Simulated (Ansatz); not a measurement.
A set of 12 reactions (hydrogen abstraction), with CCSD(T)/CBS values in kJ/mol:

| reaction | ΔE |
| --- | --- |
| `[CH3][SnH]([F])[SH]` + H• → `[CH3][Sn]([F])[SH]`• + H₂ | -134.1 |
| `[F][SnH2][F]` + `[OH]`• → `[F][SnH][F]`• + H₂O | -196.3 |
| `[Cl][GeH3]` + `[CH3]`• → `[Cl][GeH2]`• + CH₄ | -93.1 |
| `[CH3][AlH][SH]` + `[OH]`• → `[CH3][Al][SH]`• + H₂O | -159.0 |
| `F[SiH2][SeH]` + F• → `F[SiH][SeH]`• + H–F | -181.3 |
| CH₃NH₂ + `[OH]`• → `C[NH]`• + H₂O | -75.4 |
| `C[SiH2]Cl` + Cl• → `C[SiH]Cl`• + HCl | -39.6 |
| `C[SiH2]Cl` + `F[C](F)F`• → `C[SiH]Cl`• + `FC(F)F` | -67.9 |
| CH₃NH₂ + `[SiH3]`• → `[CH2]N`• + SiH₄ | 14.7 |
| `[CH3][SnH]([F])[SH]` + `[SiH3]`• → `[CH3][Sn]([F])[SH]`• + SiH₄ | -80.4 |
| `CO[SiH](O)F` + H• → `CO[Si](O)F`• + H₂ | -23.4 |
| CH₃NH₂ + `F[C](F)F`• → `[CH2]N`• + `FC(F)F` | -57.3 |

Calculated with Ansatz (gas phase, PBE0-D4/def2-TZVP geometries, no zero-point term in ΔE). CCSD(T)/CBS is the MP2 limit (def2-TZVPP, def2-QZVPP) plus CCSD(T) − MP2 in def2-TZVPP, frozen cores. This one scheme is used for every species, atoms too. DFT in def2-TZVPP. B3LYP here is the variant with VWN-RPA as its local correlation; programs differ in this. Open shells (•) are unrestricted, without spin–orbit coupling. Spin–orbit coupling would lower the free atoms: a little for Cl, F. def2 core potentials past Kr. Bonds to Ge, Se, Sn are less sure, by a few kJ/mol each and by 10 to 20 or more in all where they break to atoms, as the def2 sets lack core-valence functions. Scalar relativity is left out up to krypton. One conformer a species, not always the lowest.

(1) Give the mean, mean absolute and largest difference (level minus CCSD(T)/CBS, kJ/mol) for: LDA (SPW92), B97M-V, ωB97M-V, B2PLYP, r2SCAN, PBE0, B3LYP, r2SCANh, r2SCAN0, CAM-B3LYP, CCSD(T)/def2-SVP, HF/def2-TZVPP, SCS-MP2/def2-TZVPP, HF/CBS(def2). (Best estimate.)

The largest T1 diagnostic in the set is 0.018, for `[F][SnH][F]`• (customary mark 0.045).

CCSD(T)/CBS is a level of theory with its own doubt, and the functionals carry their triple-zeta basis error, so these figures describe this set and don't rank the functionals.

Answers

(1) Ansatz gave: 
```
             level   mean  mean absolute  largest
       LDA (SPW92)  -28.2           28.4    -75.0
            B97M-V    3.4            6.2     26.3
           ωB97M-V    0.1            6.5     13.6
            B2PLYP   -2.2            5.1    -12.9
            r2SCAN   -5.9            8.2    -19.1
              PBE0   -2.9            4.0    -14.0
             B3LYP   -6.3            8.7    -27.7
           r2SCANh   -3.0            6.5    -15.6
           r2SCAN0    1.3            7.2     13.8
         CAM-B3LYP   -1.4            5.3    -10.5
  CCSD(T)/def2-SVP   14.6           15.0     39.2
     HF/def2-TZVPP   37.9           39.8    107.0
SCS-MP2/def2-TZVPP    3.6            4.3      7.6
      HF/CBS(def2)   37.2           39.1    105.0
```
